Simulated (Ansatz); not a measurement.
The system is CsPbCl3.

```xyz
5
Lattice="5.6050 0.0000 0.0000 0.0000 5.6050 0.0000 0.0000 0.0000 5.6050" Properties=species:S:1:pos:R:3 pbc="T T T"
Pb    2.8025    2.8025    2.8025
Cs    0.0000    0.0000    0.0000
Cl    2.8025    0.0000    2.8025
Cl    0.0000    2.8025    2.8025
Cl    2.8025    2.8025    0.0000
```

Base run:

```yaml
Program: Ansatz 0.2.0
Functional: revPBE
Potentials_or_basis: Ansatz PAW
Cutoff: "420 eV (not typed: the program's choice for these potentials)"
k_mesh: 5 × 5 × 5
Occupations: fermi-dirac, width 0.05 eV
Spin: no spin polarisation
```

Its results: pressure 2.9 GPa.

**Question.** The run is repeated on the same cell with these changes: functional from revPBE to PBEsol. What comes out?

**Answer.** Pressure 0.1 GPa.

PBEsol binds more tightly than revPBE, so the same cell stands under less pressure.

Caveats: the PAW data sets come from PBE, with cores solved anew for the run's functional, which leaves a small shift of forces and pressure.
